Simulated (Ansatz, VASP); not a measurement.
## One calculation of B, two programs

The input INCAR:

```
PREC = Accurate
ENCUT = 600
EDIFF = 1E-6
ISMEAR = 0
SIGMA = 0.1
LREAL = False
LASPH = True
NELM = 80
ALGO = Normal
ISIF = 3
LWAVE = False
LCHARG = False
GGA = PS
IBRION = 2
NSW = 90
EDIFFG = -0.04
```

The input KPOINTS:

```
Automatic mesh
0
Gamma
  8 8 8
```

The input POSCAR:

```
B
1.0
    1.9408432508      0.0000000000      0.0000000000
    0.0000000000      1.9408432508      0.0000000000
    0.0000000000      0.0000000000      1.9408432508
B
1
Direct
    0.0000000000      0.0000000000      0.0000000000
```

Input for Ansatz:

```yaml
crystal:
  lattice:
    - [1.9408432508, 0.0, 0.0]
    - [0.0, 1.9408432508, 0.0]
    - [0.0, 0.0, 1.9408432508]
  atoms:
    - { symbol: B, position: [0.0, 0.0, 0.0] }
basis:
  ecutwfc: 420
kpoints:
  mp_grid: { grid: [8, 8, 8] }
hamiltonian:
  xc: pbesol
scf:
  occupations: { method: gaussian, width: 0.1 }
  lower_state_search: "off"
output:
  forces: true
  stress: true
  eigenvalues: true
relax:
  adjacent_minimum: "off"
  f_tol: 0.04
  max_steps: 70
  cell: { stress_tol: 0.4 }
```

Alike in both runs: task relaxation of cell and atoms; functional PBEsol; k mesh 8 × 8 × 8; occupations gaussian, width 0.1 eV; no spin polarisation.

|  | VASP | Ansatz |
| --- | --- | --- |
| version | VASP 6.6.1 | Ansatz 0.2.0 |
| potentials or method | VASP PAW PBE potentials, release 64 (B) | scalar-relativistic, plane waves, PAW |
| plane-wave cutoff (eV) | 600 | 420 |
| valence electrons in the cell | 3 | 3 |

```tsv
	VASP	Ansatz	Ansatz less VASP
gap on the k mesh at the Fermi level, each at its own relaxed structure (eV)	none	none	-
relaxed volume (Å³/atom)	6.67	6.67	-0.002
relaxed cell length with the largest relative difference (Å)	1.882	1.882	-0.0002
energy change over the relaxation (meV/atom)	-41	-41	-1.0
```

A gap of «none» marks a metal or a gap that the smearing closes.

Caveats: the k mesh is coarse (spacing up to 0.40 Å⁻¹), so the values aren't converged; the PAW data sets were made with another functional, which shifts forces and pressure a little (VASP).
